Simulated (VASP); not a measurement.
Here is a VASP 6.6.1 calculation.

INCAR

```
SYSTEM = Si
ALGO = Normal ; EDIFF = 1E-6
EDIFFG = -0.01 ; ENCUT = 600
GGA = PE ; IBRION = 2
ISIF = 3 ; ISMEAR = 1
LASPH = .True. ; LCHARG = .False.
LREAL = .False. ; LWAVE = .False.
NELM = 80 ; NSW = 90
PREC = Accurate ; SIGMA = 0.1
```

Contents of KPOINTS:

```
k-points
0
Gamma
  18 18 8
  0 0 0
```

File POSCAR:

```
Si
1.0
    2.6655775094      0.0000000000      0.0000000000
   -1.3327887547      2.3084578389      0.0000000000
    0.0000000000      0.0000000000      4.5062692700
Si
2
Direct
    0.3333333300      0.6666666700      0.2500000000
    0.6666666700      0.3333333300      0.7500000000
```

Potentials or basis: VASP PAW PBE potentials, release 64 (Si).

Launch:

```console
$ cat potpaw_PBE.64/Si/POTCAR > POTCAR
$ mpirun -np 1 vasp_std > vasp.out
```

What does it give for the relaxed cell?

a = 2.692 Å, b = 2.692 Å, c = 4.563 Å, α = 90.00°, β = 90.00°, γ = 120.00°.

Estimate the space group after relaxing (to 0.05 Å).

P6_3/mmc (No. 194).

What does it give for the relaxed volume?

14.32 Å³/atom.

The path:
| step | energy change (eV) | largest force (eV/Å) | pressure (GPa) | volume (Å³) |
| --- | --- | --- | --- | --- |
| 1 | 0.0000 | 0.0000 | 3.06 | 27.73 |
| 2 | -0.0082 | 0.0000 | -0.50 | 28.81 |
| 3 | -0.0085 | 0.0000 | 0.00 | 28.64 |
